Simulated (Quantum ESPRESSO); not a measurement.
# MoS2 in Quantum ESPRESSO: relaxation of the atoms with PBE

Aim: the relaxation of the atoms of MoS2 with PBE.

Program: Quantum ESPRESSO 7.5. These are calculated values, not measurements. Logs are shortened: lines on timing, memory, paths and dates and some standing lists are left out, and cuts for length are marked.

**1. The sheet as given**

The cell holds a sheet with vacuum, 3 atoms: a = 3.224 Å, b = 3.224 Å, c = 21.130 Å, α = 90.00°, β = 90.00°, γ = 120.00°.

The cell was built by a generator and needn't be a form met in nature.

**2. Relaxation of the atoms, PBE**

pw.in reads:

```
&CONTROL
  calculation = 'relax'
  prefix = 'pwscf'
  outdir = './tmp'
  pseudo_dir = './pseudo'
  tprnfor = .true.
  disk_io = 'low'
  nstep = 40
  forc_conv_thr = 0.0004
  etot_conv_thr = 1d-05
/
&SYSTEM
  ibrav = 0
  nat = 3
  ntyp = 2
  ecutwfc = 60
  ecutrho = 440
  nbnd = 20
  occupations = 'smearing'
  smearing = 'gaussian'
  degauss = 0.00146997
/
&ELECTRONS
  conv_thr = 6d-10
  electron_maxstep = 120
  mixing_beta = 0.5
/
&IONS
  ion_dynamics = 'bfgs'
/
ATOMIC_SPECIES
S     32.0600 s_pbe_v1.4.uspp.F.UPF
Mo    95.9500 Mo_ONCV_PBE-1.0.oncvpsp.upf
CELL_PARAMETERS angstrom
   3.2242200000    0.0000000000    0.0000000000
  -1.6121100000    2.7922564274    0.0000000000
   0.0000000000    0.0000000000   21.1300000000
ATOMIC_POSITIONS crystal
S      0.6666666667    0.3333333333    0.4259346900
Mo     0.3333333333    0.6666666667    0.5000000000
S      0.6666666667    0.3333333333    0.5740653100
K_POINTS automatic
10 10 1 0 0 0
```

Potentials or basis: SSSP 1.3 efficiency PBE.

Command:

```console
> OMP_NUM_THREADS=1 pw.x -in pw.in > pw.out
```

pw.out:

```text
This program is part of the open-source Quantum ESPRESSO suite
     for quantum simulation of materials; please cite
[... 9 lines left out ...]
     --------------------
     sticks:   dense  smooth     PW     G-vecs:    dense   smooth      PW
     Sum        1135     613    187               200337    80273   12725

     Using Slab Decomposition

     bravais-lattice index     =            0
     lattice parameter (alat)  =       6.0929  a.u.
     unit-cell volume          =    1283.7370 (a.u.)^3
     number of atoms/cell      =            3
     number of atomic types    =            2
     number of electrons       =        26.00
     number of Kohn-Sham states=           20
     kinetic-energy cutoff     =      60.0000  Ry
     charge density cutoff     =     440.0000  Ry
     scf convergence threshold =      6.0E-10
     mixing beta               =       0.5000
     number of iterations used =            8  plain     mixing
     energy convergence thresh.=      1.0E-05
     force convergence thresh. =      4.0E-04
     Exchange-correlation= PBE
                           (   1   4   3   4   0   0   0)
     nstep                     =           40

     celldm(1)=   6.092893  celldm(2)=   0.000000  celldm(3)=   0.000000
     celldm(4)=   0.000000  celldm(5)=   0.000000  celldm(6)=   0.000000

     crystal axes: (cart. coord. in units of alat)
               a(1) = (   1.000000   0.000000   0.000000 )
               a(2) = (  -0.500000   0.866025   0.000000 )
               a(3) = (   0.000000   0.000000   6.553523 )

     reciprocal axes: (cart. coord. in units 2 pi/alat)
               b(1) = (  1.000000  0.577350 -0.000000 )
               b(2) = (  0.000000  1.154701  0.000000 )
               b(3) = (  0.000000 -0.000000  0.152590 )

     PseudoPot. # 1 for S  read from file:
     s_pbe_v1.4.uspp.F.UPF
     Pseudo is Ultrasoft + core correction, Zval =  6.0
     Generated by new atomic code, or converted to UPF format
     Using radial grid of  907 points,  6 beta functions with:
                l(1) =   0
                l(2) =   0
                l(3) =   1
                l(4) =   1
                l(5) =   2
                l(6) =   2
     Q(r) pseudized with  8 coefficients,  rinner =    1.300   1.300   1.300
                                                       1.300   1.300

     PseudoPot. # 2 for Mo read from file:
     Mo_ONCV_PBE-1.0.oncvpsp.upf
     Pseudo is Norm-conserving, Zval = 14.0
     Generated using ONCVPSP code by D. R. Hamann
     Using radial grid of 1526 points,  6 beta functions with:
                l(1) =   0
                l(2) =   0
                l(3) =   1
                l(4) =   1
                l(5) =   2
                l(6) =   2

     atomic species   valence    mass     pseudopotential
     S                 6.00    32.06000     S ( 1.00)
     Mo               14.00    95.95000     Mo( 1.00)

     12 Sym. Ops. (no inversion) found

   Cartesian axes

     site n.     atom                  positions (alat units)
         1        S      tau(   1) = (   0.5000000   0.2886751   2.7913728  )
         2        Mo     tau(   2) = (  -0.0000000   0.5773503   3.2767615  )
         3        S      tau(   3) = (   0.5000000   0.2886751   3.7621502  )

     number of k points=    14  Gaussian smearing, width (Ry)=  0.0015
                       cart. coord. in units 2pi/alat
        k(    1) = (   0.0000000   0.0000000   0.0000000), wk =   0.0200000
        k(    2) = (   0.0000000   0.1154701   0.0000000), wk =   0.1200000
        k(    3) = (   0.0000000   0.2309401   0.0000000), wk =   0.1200000
        k(    4) = (   0.0000000   0.3464102   0.0000000), wk =   0.1200000
        k(    5) = (   0.0000000   0.4618802   0.0000000), wk =   0.1200000
        k(    6) = (   0.0000000  -0.5773503   0.0000000), wk =   0.0600000
        k(    7) = (   0.1000000   0.1732051   0.0000000), wk =   0.1200000
        k(    8) = (   0.1000000   0.2886751   0.0000000), wk =   0.2400000
        k(    9) = (   0.1000000   0.4041452   0.0000000), wk =   0.2400000
        k(   10) = (   0.1000000   0.5196152   0.0000000), wk =   0.2400000
        k(   11) = (   0.2000000   0.3464102   0.0000000), wk =   0.1200000
        k(   12) = (   0.2000000   0.4618802   0.0000000), wk =   0.2400000
        k(   13) = (   0.2000000   0.5773503   0.0000000), wk =   0.1200000
        k(   14) = (   0.3000000   0.5196152   0.0000000), wk =   0.1200000

     Dense  grid:   200337 G-vectors     FFT dimensions: (  45,  45, 270)

     Smooth grid:    80273 G-vectors     FFT dimensions: (  32,  32, 200)

     Initial potential from superposition of free atoms

     starting charge      25.9989, renormalised to      26.0000

     negative rho (up, down):  5.301E-06 0.000E+00
     Starting wfcs are   18 randomized atomic wfcs +    2 random wfcs

     Self-consistent Calculation

     iteration #  1     ecut=    60.00 Ry     beta= 0.50
     Davidson diagonalization with overlap
     ethr =  1.00E-02,  avg # of iterations =  5.8

     Threshold (ethr) on eigenvalues was too large:
     Diagonalizing with lowered threshold

     Davidson diagonalization with overlap
     ethr =  3.52E-04,  avg # of iterations =  3.6

     negative rho (up, down):  1.698E-06 0.000E+00

     total energy              =    -185.51357920 Ry
     estimated scf accuracy    <       0.09839229 Ry

     iteration #  2     ecut=    60.00 Ry     beta= 0.50
     Davidson diagonalization with overlap
     ethr =  3.78E-04,  avg # of iterations =  7.0

     negative rho (up, down):  6.165E-06 0.000E+00

     total energy              =    -185.51717454 Ry
     estimated scf accuracy    <       0.06750405 Ry

     iteration #  3     ecut=    60.00 Ry     beta= 0.50
     Davidson diagonalization with overlap
     ethr =  2.60E-04,  avg # of iterations =  2.1

     negative rho (up, down):  6.530E-06 0.000E+00

     total energy              =    -185.53039485 Ry
     estimated scf accuracy    <       0.04765766 Ry

     iteration #  4     ecut=    60.00 Ry     beta= 0.50
     Davidson diagonalization with overlap
     ethr =  1.83E-04,  avg # of iterations =  1.0

     negative rho (up, down):  6.718E-06 0.000E+00

     total energy              =    -185.53626920 Ry
     estimated scf accuracy    <       0.00076437 Ry

     iteration #  5     ecut=    60.00 Ry     beta= 0.50
     Davidson diagonalization with overlap
     ethr =  2.94E-06,  avg # of iterations =  8.1
[... 128 lines left out ...]
          k = 0.3000 0.5196 0.0000 ( 10030 PWs)   bands (ev):

   -62.2661 -36.5088 -36.4376 -36.3413 -13.3696 -13.2236  -6.5361  -6.0628
    -5.0978  -4.7957  -4.2608  -3.3506  -1.5238   0.2999   1.7004   1.8690
     3.1952   5.6826   6.4088   8.5870

     the Fermi energy is    -0.1240 ev

!    total energy              =    -185.53638802 Ry
     estimated scf accuracy    <          1.5E-10 Ry
     smearing contrib. (-TS)   =      -0.00000000 Ry
     internal energy E=F+TS    =    -185.53638802 Ry

     The total energy is F=E-TS. E is the sum of the following terms:
     one-electron contribution =   -1182.56145356 Ry
     hartree contribution      =     590.83442599 Ry
     xc contribution           =     -32.49762200 Ry
     ewald contribution        =     438.68826155 Ry

     convergence has been achieved in  10 iterations

     negative rho (up, down):  7.881E-06 0.000E+00

     Forces acting on atoms (cartesian axes, Ry/au):

     atom    1 type  1   force =     0.00000000    0.00000000    0.01063044
     atom    2 type  2   force =    -0.00000000   -0.00000000    0.00000000
     atom    3 type  1   force =     0.00000000    0.00000000   -0.01063044

     Total force =     0.015034     Total SCF correction =     0.000021

     BFGS Geometry Optimization
     Energy error            =      2.3E-04 Ry
     Gradient error          =      1.1E-02 Ry/Bohr

     number of scf cycles    =   1
     number of bfgs steps    =   0

     energy             new  =    -185.5363880151 Ry

     new trust radius        =       0.0106304405 bohr
     new conv_thr            =       0.0000000006 Ry

ATOMIC_POSITIONS (crystal)
S                0.6666666667        0.3333333333        0.4262009175
Mo               0.3333333333        0.6666666667        0.5000000000
S                0.6666666667        0.3333333333        0.5737990825

     NEW-OLD atomic charge density approx. for the potential

     negative rho (up, down):  8.192E-06 0.000E+00

     Self-consistent Calculation

     iteration #  1     ecut=    60.00 Ry     beta= 0.50
     Davidson diagonalization with overlap
     ethr =  1.00E-06,  avg # of iterations =  5.0

     Threshold (ethr) on eigenvalues was too large:
     Diagonalizing with lowered threshold

     Davidson diagonalization with overlap
     ethr =  4.52E-08,  avg # of iterations =  3.8

     negative rho (up, down):  8.023E-06 0.000E+00

     total energy              =    -185.53656826 Ry
     estimated scf accuracy    <       0.00001178 Ry

     iteration #  2     ecut=    60.00 Ry     beta= 0.50
     Davidson diagonalization with overlap
     ethr =  4.53E-08,  avg # of iterations =  3.0

     negative rho (up, down):  8.030E-06 0.000E+00

     total energy              =    -185.53656716 Ry
     estimated scf accuracy    <       0.00003901 Ry
[... 524 lines left out ...]
!    total energy              =    -185.53669458 Ry
     estimated scf accuracy    <          7.4E-12 Ry
     smearing contrib. (-TS)   =      -0.00000000 Ry
     internal energy E=F+TS    =    -185.53669458 Ry

     The total energy is F=E-TS. E is the sum of the following terms:
     one-electron contribution =   -1186.56048635 Ry
     hartree contribution      =     592.82210389 Ry
     xc contribution           =     -32.52030551 Ry
     ewald contribution        =     440.72199339 Ry

     convergence has been achieved in   7 iterations

     negative rho (up, down):  8.030E-06 0.000E+00

     Forces acting on atoms (cartesian axes, Ry/au):

     atom    1 type  1   force =     0.00000000    0.00000000   -0.00003255
     atom    2 type  2   force =     0.00000000    0.00000000    0.00000000
     atom    3 type  1   force =    -0.00000000   -0.00000000    0.00003255

     Total force =     0.000046     Total SCF correction =     0.000003
     Energy error            =      1.5E-05 Ry
     Gradient error          =      3.3E-05 Ry/Bohr

     number of scf cycles    =   4
     number of bfgs steps    =   3

     energy             old  =    -185.5366794763 Ry
     energy             new  =    -185.5366945757 Ry

     CASE: energy            _new < energy            _old

     small trust_radius: resetting bfgs history

     new trust radius        =       0.0000325483 bohr
     new conv_thr            =            6.0E-12 Ry

ATOMIC_POSITIONS (crystal)
S                0.6666666667        0.3333333333        0.4266535664
Mo               0.3333333333        0.6666666667        0.5000000000
S                0.6666666667        0.3333333333        0.5733464336

     NEW-OLD atomic charge density approx. for the potential

     negative rho (up, down):  8.029E-06 0.000E+00

     Self-consistent Calculation

     iteration #  1     ecut=    60.00 Ry     beta= 0.50
     Davidson diagonalization with overlap
     ethr =  1.00E-06,  avg # of iterations =  1.0

     Threshold (ethr) on eigenvalues was too large:
     Diagonalizing with lowered threshold

     Davidson diagonalization with overlap
     ethr =  1.68E-12,  avg # of iterations =  5.0

     negative rho (up, down):  8.030E-06 0.000E+00

     total energy              =    -185.53669458 Ry
     estimated scf accuracy    <          4.3E-10 Ry

     iteration #  2     ecut=    60.00 Ry     beta= 0.50
     Davidson diagonalization with overlap
     ethr =  1.66E-12,  avg # of iterations =  2.6

     negative rho (up, down):  8.030E-06 0.000E+00

     total energy              =    -185.53669458 Ry
     estimated scf accuracy    <          1.9E-09 Ry

     iteration #  3     ecut=    60.00 Ry     beta= 0.50
     Davidson diagonalization with overlap
     ethr =  1.66E-12,  avg # of iterations =  2.0

     negative rho (up, down):  8.030E-06 0.000E+00

     End of self-consistent calculation
[... 81 lines left out ...]
   -62.2663 -36.5211 -36.4483 -36.3451 -13.4282 -13.2592  -6.6005  -6.1058
    -5.1393  -4.8354  -4.2694  -3.3297  -1.5558   0.2566   1.7540   1.8953
     3.2324   5.6957   6.4361   7.9700

     the Fermi energy is    -0.6639 ev

!    total energy              =    -185.53669458 Ry
     estimated scf accuracy    <          4.1E-12 Ry
     smearing contrib. (-TS)   =      -0.00000000 Ry
     internal energy E=F+TS    =    -185.53669458 Ry

     The total energy is F=E-TS. E is the sum of the following terms:
     one-electron contribution =   -1186.55591991 Ry
     hartree contribution      =     592.81981391 Ry
     xc contribution           =     -32.52027817 Ry
     ewald contribution        =     440.71968959 Ry

     convergence has been achieved in   3 iterations

     negative rho (up, down):  8.030E-06 0.000E+00

     Forces acting on atoms (cartesian axes, Ry/au):

     atom    1 type  1   force =    -0.00000000   -0.00000000   -0.00001937
     atom    2 type  2   force =     0.00000000    0.00000000    0.00000000
     atom    3 type  1   force =    -0.00000000   -0.00000000    0.00001937

     Total force =     0.000027     Total SCF correction =     0.000001
     Energy error            =      2.9E-09 Ry
     Gradient error          =      1.9E-05 Ry/Bohr

     bfgs converged in   5 scf cycles and   4 bfgs steps
     (criteria: energy <  1.0E-05 Ry, force <  4.0E-04 Ry/Bohr)

     End of BFGS Geometry Optimization

     Final energy             =    -185.5366945787 Ry

Begin final coordinates

ATOMIC_POSITIONS (crystal)
S                0.6666666667        0.3333333333        0.4266535664
Mo               0.3333333333        0.6666666667        0.5000000000
S                0.6666666667        0.3333333333        0.5733464336
End final coordinates

=------------------------------------------------------------------------------=
   JOB DONE.
=------------------------------------------------------------------------------=
```

Wall time 5.5 min (1 thread of Intel Xeon Platinum 8375C at 2.90GHz (Ice Lake), shared host); peak memory 0.75 GiB.

Results:

- Free energy: -2524.3553 eV
- Energy gained by relaxing: 1.4 meV/atom
- Ionic steps: 5
- Band gap on the k mesh: 1.52 eV, indirect (least direct gap 1.81 eV)

The path:
| step | energy change (eV) | largest force (eV/Å) |
| --- | --- | --- |
| 1 | 0.0000 | 0.2733 |
| 2 | -0.0025 | 0.1731 |
| 3 | -0.0040 | 0.0613 |
| 4 | -0.0042 | 0.0008 |
| 5 | -0.0042 | 0.0005 |

Final structure:
```xyz
3
Lattice="3.2242 0.0000 0.0000 -1.6121 2.7923 0.0000 0.0000 0.0000 21.1300" Properties=species:S:1:pos:R:3 pbc="T T T"
S     1.6121    0.9308    9.0152
Mo    0.0000    1.8615   10.5650
S     1.6121    0.9308   12.1148
```
